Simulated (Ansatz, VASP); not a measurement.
Fe: VASP beside Ansatz

Contents of INCAR:

```
SYSTEM = Fe
PREC = Accurate
ENCUT = 520
EDIFF = 1E-6
ISMEAR = -5
SIGMA = 0.1
LREAL = .False.
LASPH = .True.
NELM = 150
ALGO = Normal
ISIF = 2
LWAVE = .False.
LCHARG = .False.
ISPIN = 2
MAGMOM = 2.5
LORBIT = 11
LMAXMIX = 4
GGA = PE
NBANDS = 14
```

Contents of KPOINTS:

```
regular mesh
0
Gamma
  18 18 18
  0 0 0
```

Contents of POSCAR:

```
Fe
1.0
    2.1816934389      0.0000000000      0.0000000000
    0.0000000000      2.1816934389      0.0000000000
    0.0000000000      0.0000000000      2.1816934389
Fe
1
Direct
    0.0000000000      0.0000000000      0.0000000000
```

Input for Ansatz:

```yaml
crystal:
  lattice:
    - [2.1816934389, 0.0, 0.0]
    - [0.0, 2.1816934389, 0.0]
    - [0.0, 0.0, 2.1816934389]
  atoms:
    - { symbol: Fe, position: [0.0, 0.0, 0.0], spin: 2.5 }
magnetization:
  spin_polarized: true
kpoints:
  mp_grid: { grid: [18, 18, 18] }
scf:
  occupations: { method: tetrahedron }
hamiltonian:
  xc: pbe
  pseudopotentials: { kind: all_electron, lapw: { basis_error: 0.001 } }
output:
  forces: true
  stress: true
  eigenvalues: true
  populations: true
```

This isn't the form of Fe at room conditions, which is bcc.

Alike in both runs: task single point; functional PBE; k mesh 18 × 18 × 18; occupations tetrahedron; collinear spin.

```csv
,VASP,Ansatz
version,VASP 6.6.1,Ansatz 0.2.0
potentials or method,"VASP PAW PBE potentials, release 64 (Fe)","all-electron LAPW, scalar-relativistic"
plane-wave cutoff (eV),520,see its input
```

|  | VASP | Ansatz | Ansatz less VASP |
| --- | --- | --- | --- |
| gap on the k mesh at the Fermi level (eV) | none | none | - |
| net moment per atom (μB) | 1.66 | 1.67 | +0.015 |
| size of the moment on the site where the two differ most (μB) | 1.64 | 1.68 | +0.039 |

Site moments also hang on the region over which each program counts them. A gap of «none» marks a metal or a gap that the smearing closes. Ansatz ran all-electron here, so the differences hold the error of VASP's frozen core and of both bases. Ansatz warned: «band_table_not_solved_further».
